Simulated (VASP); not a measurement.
# PbSe (Clausthalite) (Fm-3m) in VASP: a series of runs, part 2 of 2

VASP 6.6.1. The steps go on from the part before.

### Step 4. Single point, LDA

This run uses another cell than the first one, of 28.67 Å³/atom, 0.962 times its volume.

File INCAR:

```
  PREC = Accurate
  ENCUT = 520
  EDIFF = 1E-6
  ISMEAR = -1
  SIGMA = 0.05
  LREAL = F
  LASPH = T
  NELM = 60
  ALGO = Normal
  ISIF = 2
  LWAVE = F
  LCHARG = F
  GGA = CA
  NBANDS = 17
```

File KPOINTS:

```
Automatic mesh
0
Gamma
  8 8 8
```

File POSCAR:

```
PbSe
1.0
    0.0000000000      3.0606500000      3.0606500000
    3.0606500000      0.0000000000      3.0606500000
    3.0606500000      3.0606500000      0.0000000000
Pb Se
1 1
Direct
    0.0000000000      0.0000000000      0.0000000000
    0.5000000000      0.5000000000      0.5000000000
```

Potentials or basis: VASP PAW LDA potentials, release 64 (Pb_d, Se).

Started as:

```sh
$ cat potpaw_LDA.64/Pb_d/POTCAR potpaw_LDA.64/Se/POTCAR > POTCAR
$ mpirun -np 1 vasp_std > vasp.out
```

OUTCAR:

```text
PREC = Accurate
   ENCUT = 520
   EDIFF = 1E-6
   ISMEAR = -1
   LREAL = F
   LASPH = T
   NELM = 60
   ISIF = 2
   GGA = CA

 ion  position               nearest neighbor table
   1  0.000  0.000  0.000-   2 3.06   2 3.06   2 3.06   2 3.06   2 3.06   2 3.06
   2  0.500  0.500  0.500-   1 3.06   1 3.06   1 3.06   1 3.06   1 3.06   1 3.06

  LATTYP: Found a face centered cubic cell.
 ALAT       =     6.1213000000

  Lattice vectors:

 A1 = (   0.0000000000,   3.0606500000,   3.0606500000)
 A2 = (   3.0606500000,   0.0000000000,   3.0606500000)
 A3 = (   3.0606500000,   3.0606500000,   0.0000000000)

Analysis of symmetry for initial positions (statically):
=====================================================================
 Subroutine PRICEL returns:
 Original cell was already a primitive cell.

 Routine SETGRP: Setting up the symmetry group for a
 face centered cubic supercell.

 Subroutine GETGRP returns: Found 48 space group operations
 (whereof 48 operations were pure point group operations)
 out of a pool of 48 trial point group operations.

The static configuration has the point symmetry O_h .

Analysis of symmetry for dynamics (positions and initial velocities):
=====================================================================
 Subroutine PRICEL returns:
 Original cell was already a primitive cell.

 Routine SETGRP: Setting up the symmetry group for a
 face centered cubic supercell.

 Subroutine GETGRP returns: Found 48 space group operations
 (whereof 48 operations were pure point group operations)
 out of a pool of 48 trial point group operations.

The dynamic configuration has the point symmetry O_h .

 Subroutine INISYM returns: Found 48 space group operations
 (whereof 48 operations are pure point group operations),
 and found     1 'primitive' translations

----------------------------------------------------------------------------------------

[... 108 lines left out ...]
   EFERMI_NEDOS =   21; number of points for ismear=-14 and -15
   IALGO  =     38    algorithm
   IMIX   =      4    mixing-type and parameters
     AMIX     =   0.40;   BMIX     =  1.00
     AMIX_MAG =   1.60;   BMIX_MAG =  1.00
  volume/ion in A,a.u.               =      28.67       193.48
  Fermi-wavevector in a.u.,A,eV,Ry     =   1.152377  2.177676 18.068159  1.327972
  Thomas-Fermi vector in A             =   2.289028
   LORBIT       =      0    0 simple, 1 ext, 2 COOP (PROOUT), +10 PAW based schemes
   GGA     = CA    functional components
   LHFCALC =     F    Hartree Fock is set to
   AEXX    =    0.0000 exact exchange contribution
   IVDW    =     0    specifies the selected vdW correction
   LEPSILON=     F    determine dielectric tensor
   LRPA    =     F    only Hartree local field effects (RPA)
 non-spin polarized calculation
  energy-cutoff  :      520.00
  volume of cell :       57.34
 maximum number of plane-waves:      1572
   NGX = 17   NGY = 17   NGZ = 17

 number of electron      19.9999997 magnetization

 Free energy of the ion-electron system (eV)
  ---------------------------------------------------
  ext. energy  EPLUGINS =         0.00000000
  ---------------------------------------------------
  free energy    TOTEN  =        -9.44558311 eV

  energy without entropy =       -9.44488193  energy(sigma->0) =       -9.44523252

 E-fermi :   4.9894     XC(G=0):  -9.8457

 val. band max:        4.9081985085   @ k =   0.5000   0.0000   0.0000
 cond. band min:       5.0704379063   @ k =   0.5000   0.0000   0.0000
 fundamental gap:      0.1622393978
 Fermi energy:         4.9893505261

 k-point     1 :       0.0000    0.0000    0.0000
  band No.  band energies     occupation
      1     -11.8702      2.00000
      2     -11.8702      2.00000
      3     -11.8682      2.00000
      4     -11.8682      2.00000
      5     -11.8682      2.00000
      6      -8.7068      2.00000
[... 457 lines left out ...]
      4     -11.8473      2.00000
      5     -11.8320      2.00000
      6      -7.4372      2.00000
[... 9 lines left out ...]
     16      15.7265      0.00000
     17      15.7488      0.00000

 [... further k-points ...]

------------------------ aborting loop because EDIFF is reached ----------------------------------------

  FORCE on cell =-STRESS in cart. coord.  units (eV):
  Direction    XX          YY          ZZ          XY          YZ          ZX
  --------------------------------------------------------------------------------------
  -------------------------------------------------------------------------------------
  Total       -0.7289475     -0.7289475     -0.7289475      0.0000000      0.0000000      0.0000000
  in kB      -20.3674106    -20.3674106    -20.3674106      0.0000000      0.0000000      0.0000000
  external PRESSURE =     -20.3674106 kB  Pullay stress =       0.0000000 kB

 VOLUME and BASIS-vectors are now :
 -----------------------------------------------------------------------------
  energy-cutoff  :      520.00
  volume of cell :       57.34
      direct lattice vectors                 reciprocal lattice vectors
     0.000000000  3.060650000  3.060650000    -0.163363991  0.163363991  0.163363991
     3.060650000  0.000000000  3.060650000     0.163363991 -0.163363991  0.163363991
     3.060650000  3.060650000  0.000000000     0.163363991  0.163363991 -0.163363991

 POSITION                                       TOTAL-FORCE (eV/Angst)
 -----------------------------------------------------------------------------------
      0.00000      0.00000      0.00000         0.000000      0.000000      0.000000
      3.06065      3.06065      3.06065        -0.000000     -0.000000     -0.000000
 -----------------------------------------------------------------------------------
    total drift:                                0.000000     -0.000000     -0.000000

  FREE ENERGIE OF THE ION-ELECTRON SYSTEM (eV)
  ---------------------------------------------------
  free  energy   TOTEN  =        -9.4455831069 eV

  energy  without entropy=       -9.4448819307  energy(sigma->0) =       -9.44523252
```

OSZICAR:

```text
N       E                     dE             d eps       ncg     rms          rms(c)
DAV:   1     0.158282033098E+03    0.15828E+03   -0.95185E+03   986   0.118E+03
DAV:   2     0.182842232994E+01   -0.15645E+03   -0.15061E+03  1070   0.311E+02
DAV:   3    -0.945207107056E+01   -0.11280E+02   -0.11209E+02  1236   0.886E+01
DAV:   4    -0.972361948174E+01   -0.27155E+00   -0.27140E+00  1264   0.155E+01
DAV:   5    -0.973244976944E+01   -0.88303E-02   -0.88300E-02  1383   0.269E+00    0.278E+00
DAV:   6    -0.945677618053E+01    0.27567E+00   -0.70233E-01  1509   0.582E+00    0.158E+00
DAV:   7    -0.944745940284E+01    0.93168E-02   -0.91420E-02  1200   0.146E+00    0.841E-01
DAV:   8    -0.944591936855E+01    0.15400E-02   -0.91383E-03  1237   0.959E-01    0.127E-01
DAV:   9    -0.944558214378E+01    0.33722E-03   -0.22495E-03  1469   0.398E-01    0.437E-02
DAV:  10    -0.944558373244E+01   -0.15887E-05   -0.13582E-04  1176   0.662E-02    0.143E-02
DAV:  11    -0.944558328362E+01    0.44881E-06   -0.13441E-05  1355   0.317E-02    0.494E-03
DAV:  12    -0.944558310691E+01    0.17672E-06   -0.93505E-07   688   0.135E-02
   1 F= -.94455831E+01 E0= -.94452325E+01  d E =-.701176E-03
```

stdout:

```text
POSCAR found type information on POSCAR PbSe
 POSCAR found :  2 types and       2 ions
 scaLAPACK will be used
 LDA part: xc-table for (Slater(with rela. corr.)+CA(PZ))
 , standard interpolation
 POSCAR, INCAR and KPOINTS ok, starting setup
 FFT: planning ... GRIDC
 FFT: planning ... GRID_SOFT
 FFT: planning ... GRID
 WAVECAR not read
 entering main loop
```

Wall time 13 s (1 thread of Intel Xeon 6975P-C, shared host); peak memory 0.17 GiB.

What came out:

```yaml
Free_energy: -9.4456 eV
Pressure: -2.0 GPa
Band_gap_on_the_k_mesh: 0.16 eV, direct
```

Caveat: spin-orbit coupling is left out, which moves the levels of the heavy elements.

### Step 5. Single point, RPBE

This run uses another cell than the first one, of 31.21 Å³/atom, 1.047 times its volume.

File INCAR:

```
SYSTEM = PbSe
  ALGO = Normal
  EDIFF = 1E-6
  ENCUT = 520
  GGA = RP
  ISIF = 2
  ISMEAR = -1
  LASPH = .True.
  LCHARG = .False.
  LREAL = .False.
  LWAVE = .False.
  NBANDS = 17
  NELM = 80
  PREC = Accurate
  SIGMA = 0.05
```

File KPOINTS:

```
k-points
0
Gamma
  8 8 8
  0 0 0
```

File POSCAR:

```
PbSe
1.0
    0.0000000000      3.1484680479      3.1484680479
    3.1484680479      0.0000000000      3.1484680479
    3.1484680479      3.1484680479      0.0000000000
Pb Se
1 1
Direct
    0.0000000000      0.0000000000      0.0000000000
    0.5000000000      0.5000000000      0.5000000000
```

Potentials or basis: VASP PAW PBE potentials, release 64 (Pb_d, Se).

Started as:

```sh
$ cat potpaw_PBE.64/Pb_d/POTCAR potpaw_PBE.64/Se/POTCAR > POTCAR
$ mpirun -np 1 vasp_std > vasp.out
```

OUTCAR:

```text
SYSTEM = PbSe
   EDIFF = 1E-6
   ENCUT = 520
   GGA = RP
   ISIF = 2
   ISMEAR = -1
   LASPH = .True.
   LREAL = .False.
   NELM = 80
   PREC = Accurate

 ion  position               nearest neighbor table
   1  0.000  0.000  0.000-   2 3.15   2 3.15   2 3.15   2 3.15   2 3.15   2 3.15
   2  0.500  0.500  0.500-   1 3.15   1 3.15   1 3.15   1 3.15   1 3.15   1 3.15

  LATTYP: Found a face centered cubic cell.
 ALAT       =     6.2969360958

  Lattice vectors:

 A1 = (   0.0000000000,   3.1484680479,   3.1484680479)
 A2 = (   3.1484680479,   0.0000000000,   3.1484680479)
 A3 = (   3.1484680479,   3.1484680479,   0.0000000000)

Analysis of symmetry for initial positions (statically):
=====================================================================
 Subroutine PRICEL returns:
 Original cell was already a primitive cell.

 Routine SETGRP: Setting up the symmetry group for a
 face centered cubic supercell.

 Subroutine GETGRP returns: Found 48 space group operations
 (whereof 48 operations were pure point group operations)
 out of a pool of 48 trial point group operations.

The static configuration has the point symmetry O_h .

Analysis of symmetry for dynamics (positions and initial velocities):
=====================================================================
 Subroutine PRICEL returns:
 Original cell was already a primitive cell.

 Routine SETGRP: Setting up the symmetry group for a
 face centered cubic supercell.

 Subroutine GETGRP returns: Found 48 space group operations
 (whereof 48 operations were pure point group operations)
 out of a pool of 48 trial point group operations.

The dynamic configuration has the point symmetry O_h .

 Subroutine INISYM returns: Found 48 space group operations
 (whereof 48 operations are pure point group operations),
 and found     1 'primitive' translations

----------------------------------------------------------------------------------------
[... 110 lines left out ...]
   IALGO  =     38    algorithm
   IMIX   =      4    mixing-type and parameters
     AMIX     =   0.40;   BMIX     =  1.00
     AMIX_MAG =   1.60;   BMIX_MAG =  1.00
  volume/ion in A,a.u.               =      31.21       210.62
  Fermi-wavevector in a.u.,A,eV,Ry     =   1.120234  2.116936 17.074290  1.254925
  Thomas-Fermi vector in A             =   2.256879
   LORBIT       =      0    0 simple, 1 ext, 2 COOP (PROOUT), +10 PAW based schemes
   GGA     = RP    functional components
   LHFCALC =     F    Hartree Fock is set to
   AEXX    =    0.0000 exact exchange contribution
   IVDW    =     0    specifies the selected vdW correction
   LEPSILON=     F    determine dielectric tensor
   LRPA    =     F    only Hartree local field effects (RPA)
 non-spin polarized calculation
  energy-cutoff  :      520.00
  volume of cell :       62.42
 maximum number of plane-waves:      1705
 NGX is ok and might be reduce to    36
   NGX = 17   NGY = 17   NGZ = 17

 number of electron      19.9999998 magnetization

 Free energy of the ion-electron system (eV)
  ---------------------------------------------------
  ext. energy  EPLUGINS =         0.00000000
  ---------------------------------------------------
  free energy    TOTEN  =        -7.52599604 eV

  energy without entropy =       -7.52597545  energy(sigma->0) =       -7.52598575

 E-fermi :   4.4561     XC(G=0):  -8.9800

 val. band max:        4.1394591706   @ k =   0.5000   0.0000   0.0000
 cond. band min:       4.7723327874   @ k =   0.5000   0.0000   0.0000
 fundamental gap:      0.6328736167
 Fermi energy:         4.4561289784

 k-point     1 :       0.0000    0.0000    0.0000
  band No.  band energies     occupation
      1     -12.6124      2.00000
      2     -12.6124      2.00000
      3     -12.6124      2.00000
      4     -12.6007      2.00000
      5     -12.6007      2.00000
      6      -8.6967      2.00000
[... 457 lines left out ...]
      4     -12.5970      2.00000
      5     -12.5866      2.00000
      6      -7.6810      2.00000
[... 9 lines left out ...]
     16      15.0150      0.00000
     17      15.0577      0.00000

 [... further k-points ...]

------------------------ aborting loop because EDIFF is reached ----------------------------------------

  FORCE on cell =-STRESS in cart. coord.  units (eV):
  Direction    XX          YY          ZZ          XY          YZ          ZX
  --------------------------------------------------------------------------------------
  -------------------------------------------------------------------------------------
  Total       -0.0135175     -0.0135175     -0.0135175      0.0000000     -0.0000000      0.0000000
  in kB       -0.3469598     -0.3469598     -0.3469598      0.0000000     -0.0000000      0.0000000
  external PRESSURE =      -0.3469598 kB  Pullay stress =       0.0000000 kB

 VOLUME and BASIS-vectors are now :
 -----------------------------------------------------------------------------
  energy-cutoff  :      520.00
  volume of cell :       62.42
      direct lattice vectors                 reciprocal lattice vectors
     0.000000000  3.148468048  3.148468048    -0.158807392  0.158807392  0.158807392
     3.148468048  0.000000000  3.148468048     0.158807392 -0.158807392  0.158807392
     3.148468048  3.148468048  0.000000000     0.158807392  0.158807392 -0.158807392

 POSITION                                       TOTAL-FORCE (eV/Angst)
 -----------------------------------------------------------------------------------
      0.00000      0.00000      0.00000         0.000000     -0.000000     -0.000000
      3.14847      3.14847      3.14847        -0.000000      0.000000      0.000000
 -----------------------------------------------------------------------------------
    total drift:                                0.000000      0.000000      0.000000

  FREE ENERGIE OF THE ION-ELECTRON SYSTEM (eV)
  ---------------------------------------------------
  free  energy   TOTEN  =        -7.5259960418 eV

  energy  without entropy=       -7.5259754505  energy(sigma->0) =       -7.52598575
```

Run time: 31 s. Hardware: 1 thread of Intel Xeon 6975P-C, shared host; peak memory 0.21 GiB.

Results:

```yaml
Free_energy: -7.5260 eV
Pressure: 0.0 GPa
Band_gap_on_the_k_mesh: 0.63 eV, direct
```

Caveat: the PAW data sets were made with another functional, which shifts forces and pressure a little; spin-orbit coupling is left out, which moves the levels of the heavy elements.

### Step 6. Single point, BLYP

This run uses another cell than the first one, of 32.11 Å³/atom, 1.077 times its volume.

File INCAR:

```
SYSTEM = PbSe
AGGAC = 1.0 ; AGGAX = 1.0
ALDAC = 0.0 ; ALDAX = 1.0
ALGO = Normal ; EDIFF = 1E-6
ENCUT = 520 ; GGA = B5
ISIF = 2 ; ISMEAR = -1
LASPH = .True. ; LCHARG = .True.
LELF = .True. ; LREAL = .False.
LVHAR = .True. ; LWAVE = .False.
NBANDS = 17 ; NELM = 100
PREC = Accurate ; SIGMA = 0.05
```

KPOINTS is that of step 5.

File POSCAR:

```
PbSe
1.0
    0.0000000000      3.1785219974      3.1785219974
    3.1785219974      0.0000000000      3.1785219974
    3.1785219974      3.1785219974      0.0000000000
Pb Se
1 1
Direct
    0.0000000000      0.0000000000      0.0000000000
    0.5000000000      0.5000000000      0.5000000000
```

Potentials or basis: VASP PAW PBE potentials, release 64 (Pb_d, Se).

Started as:

```sh
$ cat potpaw_PBE.64/Pb_d/POTCAR potpaw_PBE.64/Se/POTCAR > POTCAR
$ mpirun -np 1 vasp_std > vasp.out
```

Run time: 51 s. Hardware: 1 thread of Intel Xeon 6975P-C, shared host; peak memory 0.21 GiB.

The run converged. Its results:

```
Free energy            : -7.1506 eV
Pressure               : 0.1 GPa
Band gap on the k mesh : 0.68 eV, direct
```

Levels at points of the mesh, in eV from the valence-band top:
| k point | band 8 | band 9 | band 10 | band 11 | band 12 | band 13 |
| --- | --- | --- | --- | --- | --- | --- |
| (0.00, 0.00, 0.00) | -1.33 | -1.33 | -1.33 | 4.41 | 4.41 | 4.41 |
| (0.50, 0.00, 0.00) | -0.97 | -0.97 | 0.00 | 0.68 | 1.93 | 1.93 |
| (0.50, 0.50, 0.00) | -3.95 | -2.48 | -2.48 | 4.50 | 5.15 | 5.15 |

Caveat: the PAW data sets were made with another functional, which shifts forces and pressure a little; spin-orbit coupling is left out, which moves the levels of the heavy elements.

### Step 7. Summary

```csv
level,potentials or basis,cell,smearing,gap on the mesh (eV),pressure (GPa)
LDA,"VASP PAW LDA potentials, release 64 (Pb_d, Se)","a = 4.385 Å, angles 60.0°, 2 atoms",fermi-dirac 0.05 eV,0.28,-3.8
PBE,"VASP PAW PBE potentials, release 64 (Pb_d, Se)","a = 4.328 Å, angles 60.0°, 2 atoms",gaussian 0.1 eV,0.29,2.4
LDA,"VASP PAW LDA potentials, release 64 (Pb_d, Se)","a = 4.328 Å, angles 60.0°, 2 atoms",fermi-dirac 0.05 eV,0.16,-2.0
RPBE,"VASP PAW PBE potentials, release 64 (Pb_d, Se)","a = 4.453 Å, angles 60.0°, 2 atoms",fermi-dirac 0.05 eV,0.63,0.0
BLYP,"VASP PAW PBE potentials, release 64 (Pb_d, Se)","a = 4.495 Å, angles 60.0°, 2 atoms",fermi-dirac 0.05 eV,0.68,0.1
```

Alike in all rows: task single point; no spin polarisation; k mesh 8 × 8 × 8; cutoff (eV) 520.

Caveats: spin-orbit coupling is left out, which moves the levels of the heavy elements; the PAW data sets were made with another functional, which shifts forces and pressure a little (some runs).

Total energies depend on the potentials used, so only differences within one code and one set of settings carry meaning.

### Step 8. Against experiment

Step 3. A measured gap of PbSe is 0.28 eV (direct; 300 K; a printed reference work, monograph); the calculated 0.29 eV misses it by +0.01 eV. 2 values of this kind are on record (0.15 to 0.28 eV); this one was drawn at random. Spin-orbit coupling on Pb, Se is left out. The value is that of PBE on a finite k mesh, which can miss the band edges, without temperature or zero-point motion.

Step 4. Against the measured gap of PbSe, 0.15 eV (direct; 4.2 K; a printed reference work, monograph), the calculated 0.16 eV is off by +0.01 eV. 2 values of this kind are on record (0.15 to 0.28 eV); this one was drawn at random. Spin-orbit coupling on Pb, Se is left out. The value is that of LDA on a finite k mesh, which can miss the band edges, without temperature or zero-point motion.

Step 5. A measured gap of PbSe is 0.15 eV (direct; 4.2 K; a printed reference work, monograph); the calculated 0.63 eV misses it by +0.48 eV. 2 values of this kind are on record (0.15 to 0.28 eV); this one was drawn at random. Spin-orbit coupling on Pb, Se is left out. The value is that of RPBE on a finite k mesh, which can miss the band edges, without temperature or zero-point motion.

Step 6. Against the measured gap of PbSe, 0.15 eV (direct; 4.2 K; a printed reference work, monograph), the calculated 0.68 eV is off by +0.53 eV. 2 values of this kind are on record (0.15 to 0.28 eV); this one was drawn at random. Spin-orbit coupling on Pb, Se is left out. The value is that of BLYP on a finite k mesh, which can miss the band edges, without temperature or zero-point motion.
